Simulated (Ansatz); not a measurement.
# TiO₂ (I4_1/amd), one atom moved along a line

Theory: Ansatz 0.2.0, DFT r2SCAN, scalar-relativistic, plane waves, PAW. Settings: plane waves to 500 eV, k-mesh 6×6×6 (Γ-centred), Gaussian smearing 0.05 eV. No spin polarisation. Energies are free energies at this smearing, counted from the undisturbed cell; pressure is positive in compression.

The undisturbed cell (relaxed at this level):

```xyz
6
Lattice="2.6712 -2.6713 -0.0202 2.6712 2.6713 -0.0202 -2.6353 0.0000 4.8120" Properties=species:S:1:pos:R:3 pbc="T T T"
Ti    2.0123    2.0036    1.1828
Ti    0.6947   -2.0036    3.5889
O    -0.6440   -0.6679    3.1895
O     3.3510    0.6679    1.5823
O     2.0333   -0.6679    3.9883
O     0.6736    0.6679    0.7834
```

Atom 1 (Ti) is moved by x along the Cartesian unit vector (-0.444, -0.438, -0.782); the cell and all other atoms stay fixed.

| x (Å) | ΔE (meV/cell) | force along x on the moved atoms (eV/Å) | pressure (GPa) | gap on the mesh (eV) |
| --- | --- | --- | --- | --- |
| -0.4500 | 1533.5 | 8.13 | 11.4 | 2.52 |
| -0.1500 | 137.5 | 1.89 | 1.4 | 2.62 |
| 0.0000 | 0.0 | 0.00 | 0.0 | 2.58 |
| 0.3000 | 738.4 | ? | ? | 2.56 |

(1) Give the withheld values.

Results:

(1) force along x on the moved atoms (eV/Å) at x (Å) = 0.3000: -6.05; pressure (GPa) at x (Å) = 0.3000: 6.9.

Cost: 4 runs of about 6.1 core-minutes in all, on Intel Xeon Processor @ 2.50GHz (Skylake/Cascade Lake) (shared hosts).